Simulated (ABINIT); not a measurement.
**TePb: single point with PBE**

The system is TePb.

```xyz
2
Lattice="0.0000 3.2851 3.2851 3.2851 0.0000 3.2851 3.2851 3.2851 0.0000" Properties=species:S:1:pos:R:3 pbc="T T T"
Pb    0.0000    0.0000    0.0000
Te    3.2851    3.2851    3.2851
```

The cell isn't the ideal one: cell relaxed.

| Quantity | Value |
| --- | --- |
| Program | ABINIT 10.8.3 (patched build) |
| Task | single point |
| Functional | PBE |
| Potentials or basis | PseudoDojo NC SR PBE v0.4.1 standard |
| Cutoff | 1088 eV |
| k mesh | 5 × 5 × 5 |
| Occupations | fermi-dirac, width 0.05 eV |
| Spin | no spin polarisation |

```
Pressure                                              : 0.0 GPa
Valence electrons inside the program's atomic spheres : Pb 10.03; Te 11.92
```

Levels at points of the mesh, in eV from the Fermi level:
```csv
k point,band 11,band 12,band 13,band 14,band 15,band 16,band 17,band 18,band 19
"(0.00, 0.00, 0.00)",-12.13,-6.24,-1.67,-1.67,-1.67,3.53,3.53,3.53,5.43
```

Run time: 11 s on 4 MPI ranks on Arm Neoverse V2, with other jobs on the host, peak memory 0.36 GiB a rank.

Caveat: this odd mesh misses L, where the gap lies, so gap, dielectric constants and Born charges aren't listed. The run has no spin-orbit coupling, so splittings on Pb, Te are missing.
